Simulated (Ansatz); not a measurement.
Crystal: TiSi2.

```xyz
6
Lattice="1.7651 -6.7593 0.0000 1.7651 6.7593 0.0000 0.0000 0.0000 3.5652" Properties=species:S:1:pos:R:3 pbc="T T T"
Ti    1.7651    5.3653    0.8913
Ti    1.7651   -5.3653    2.6739
Si    1.7651   -3.3839    0.8913
Si    1.7651    3.3839    2.6739
Si    1.7651    0.7875    0.8913
Si    1.7651   -0.7875    2.6739
```

The cell comes from a database or a generator and needn't be the stable form of this composition.

| Item | Value |
| --- | --- |
| Program | Ansatz 0.2.0 |
| Task | single point |
| Functional | PBE |
| Potentials or basis | Ansatz PAW |
| Cutoff | 420 eV (not typed: the program's choice for these potentials) |
| k mesh | 8 × 8 × 8 |
| Occupations | fermi-dirac, width 0.05 eV |
| Spin | no spin polarisation |

On this cell: pressure 1.9 GPa; largest force 0.192 eV/Å; band gap on the k mesh none (metal or under the smearing width).

The same run follows on a disturbed copy (atoms moved at random, drawn with an rms of 0.05 Å):

```
Ti Si
1.0
     1.76511   -6.75928    0.00000
     1.76511    6.75928    0.00000
     0.00000    0.00000    3.56517
Ti Si
2 4
Direct
  0.10025 0.90056 0.26093
  0.89333 0.10529 0.76629
  0.75621 0.25156 0.25057
  0.23701 0.74227 0.74363
  0.44489 0.55588 0.25483
  0.54995 0.43315 0.74908
```

Q: What changes?

A: The energy (extrapolated to zero smearing) moves by +13.2 meV/atom; pressure 2.4 GPa; largest force 0.711 eV/Å; band gap on the k mesh none (metal or under the smearing width).

Forces in eV/Å, atoms in the order of the input:
```
Ti  -0.264 -0.427 -0.503
Ti  -0.076 -0.388 -0.570
Si  -0.279  0.449  0.072
Si   0.363  0.005  0.331
Si  -0.029  0.618  0.159
Si   0.285 -0.257  0.512
```

Stress tensor (GPa, compression positive):
```
 1.72  0.27  0.16
 0.27  2.29 -0.05
 0.16 -0.05  3.16
```
